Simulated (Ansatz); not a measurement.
# BN: the cost of one run

Program: Ansatz 0.2.0. Level of theory: DFT PBE, scalar-relativistic, plane waves, PAW, unless a step names another level. These are calculated values, not measurements.

## Step 1: The structure to begin with

It takes space group Fmm2 (No. 42, orthorhombic). Conventional cell: a = 2.512 Å, b = 8.457 Å, c = 4.351 Å, α = 90.00°, β = 90.00°, γ = 90.00°. B (site symmetry mm2) has 3 N at 1.45 Å as nearest neighbours. N (site symmetry mm2) is surrounded by 3 B at 1.45 Å.

Structure file:

```cif
data_structure
_symmetry_space_group_name_H-M 'P 1'
_symmetry_Int_Tables_number 1
_cell_length_a 4.7551
_cell_length_b 2.5121
_cell_length_c 4.4109
_cell_angle_alpha 81.813
_cell_angle_beta 31.527
_cell_angle_gamma 66.659
_cell_volume 23.11
loop_
_atom_site_label
_atom_site_type_symbol
_atom_site_fract_x
_atom_site_fract_y
_atom_site_fract_z
_atom_site_occupancy
B1 B 0.00002 0.00002 0.99998 1
N1 N 0.66668 0.66668 0.33332 1
```

The cell was relaxed beforehand at this level, from a generated guess; it is a trial structure. At a tolerance of 0.02 Å it has space group Fmm2 (No. 42); it has 11.55 Å³/atom, an uncorrected energy of -1.25 eV/atom over the elements.

## Step 2: Static run: bands, density of states and charges

input.yaml reads:

```yaml
crystal:
  lattice:
    - [0.0, 4.2282558047, 2.1754498149]
    - [1.2561234185, 0.0, 2.1754498149]
    - [1.2561234185, 4.2282558047, 0.0]
  atoms:
    - { symbol: B, position: [2.43734e-05, 2.43734e-05, 0.9999756266] }
    - { symbol: "N", position: [0.6666756266, 0.6666756266, 0.3333243734] }
basis:
  ecutwfc: 420
kpoints:
  mp_grid: { grid: [10, 10, 10] }
  band_path:
    path:
      - [[0.0, 0.0, 0.0], [0.5, 0.0, 0.5], [1.0, 0.5, 0.5], [0.5, 0.5, 0.0], [0.0, 0.0, 0.0], [0.0, 0.35541406, 0.35541406]]
      - [[1.0, 0.64458594, 0.64458594], [1.0, 0.5, 0.5]]
      - [[0.5, 0.0, 0.5], [0.5, 0.31128628, 0.81128628]]
      - [[0.5, 0.68871372, 0.18871372], [0.5, 0.5, 0.0]]
    npoints: 14
hamiltonian:
  xc: pbe
scf:
  occupations: { method: gaussian, width: 0.02 }
  n_extra_bands: 6
output:
  forces: true
  stress: true
  eigenvalues: true
  populations: true
  dos: { projected: true, de: 0.02, nscf_kmesh: { grid: [15, 15, 15] } }
  bader: true
  write_density: true
  write_potential: true
  elf: true
  volumetric_format: npy
```

Run with:

```
$ ansatz run input.yaml --threads 1 --pin off --max-ram 2560MiB --backend cpu --events-out ev --progress --plain --runs-dir out
```

**Question.** How long does this run take on 1 thread of Intel Xeon Platinum 8375C at 2.90GHz (Ice Lake), shared host, and how much memory does it need?

About 37 s, with a peak of 0.39 GiB.
